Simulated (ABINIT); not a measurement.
NaI in ABINIT: the effect of functional

Crystal: NaI.

```
CELL_PARAMETERS angstrom
0.00000 3.23640 3.23640
3.23640 0.00000 3.23640
3.23640 3.23640 0.00000
ATOMIC_POSITIONS crystal
I 0.50000 0.50000 0.50000
Na 0.00000 0.00000 0.00000
```

Alike in all runs:

| Item | Value |
| --- | --- |
| Program | ABINIT 10.8.3 (patched build) |
| Task | single point |
| Potentials or basis | SPMS NC PBE v1.0 |
| Cutoff | 599 eV |
| k mesh | 6 × 6 × 6 |
| Occupations | fixed |
| Spin | no spin polarisation |

Task: One run gave: gap on the mesh 3.49 eV; pressure -0.3 GPa. Which functional did it use?
A. PBE0
B. PBEsol
C. HSE06
D. PBE

Result: B.

| functional | gap on the mesh (eV) | pressure (GPa) |
| --- | --- | --- |
| PBEsol | 3.49 | -0.3 |
| PBE | 3.63 | 0.4 |
| HSE06 | 4.51 | 0.2 |
| PBE0 | 5.25 | 0.2 |

Caveats: spin-orbit coupling is left out, which moves the levels of the heavy elements; the potentials were made for another functional, which shifts forces and pressure (some runs); Libxc's HSE differs a little from that of other programs (some runs).

A k mesh can miss the band edges.

Not every run made on this cell is shown here.
